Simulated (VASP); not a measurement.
Wanted: the native input for a VASP 6.6.1 run.

| Item | Value |
| --- | --- |
| Task | single point |
| Functional | PBEsol |
| Potentials or basis | VASP PAW PBE potentials, release 64 (Sn_d, Ge_d) |
| Cutoff | 520 eV |
| k mesh | 12 × 12 × 12 |
| Occupations | fermi-dirac, width 0.15 eV |
| Spin | no spin polarisation |
| Dipole correction | no |
| Further INCAR settings | ALGO = Fast; EDIFF = 1e-06; NBANDS = 28 |

The structure of SnGe2 lies in POSCAR:

```
SnGe2
1.0
    0.0000000000      3.3155000000      3.3155000000
    3.3155000000      0.0000000000      3.3155000000
    3.3155000000      3.3155000000      0.0000000000
Sn Ge
1 2
Direct
    0.0000000000      0.0000000000      0.0000000000
    0.2500000000      0.2500000000      0.2500000000
    0.7500000000      0.7500000000      0.7500000000
```

The cell comes from a database or a generator and needn't be the stable form of this composition.

One way to write it, as run:

INCAR

```
SYSTEM = SnGe2
ALGO = Fast
EDIFF = 1E-6
ENCUT = 520
GGA = PS
ISIF = 2
ISMEAR = -1
LASPH = .True.
LCHARG = .False.
LREAL = .False.
LWAVE = .False.
NBANDS = 28
NELM = 80
PREC = Accurate
SIGMA = 0.15
```

KPOINTS

```
k-points
0
Gamma
  12 12 12
  0 0 0
```

Potentials or basis: VASP PAW PBE potentials, release 64 (Sn_d, Ge_d).

Command:

```console
$ cat potpaw_PBE.64/Sn_d/POTCAR potpaw_PBE.64/Ge_d/POTCAR > POTCAR
$ mpirun -np 1 vasp_std > vasp.out
```

It gave:

| Item | Value |
| --- | --- |
| Pressure | 1.2 GPa |
| Band gap on the k mesh | none (metal or under the smearing width) |

Caveat: the PAW data sets were made with another functional, which shifts forces and pressure a little.

It took 74 s on 1 thread of Intel(R) Xeon(R) 6975P-C (Granite Rapids), with other jobs on the host, peak memory 0.29 GiB.
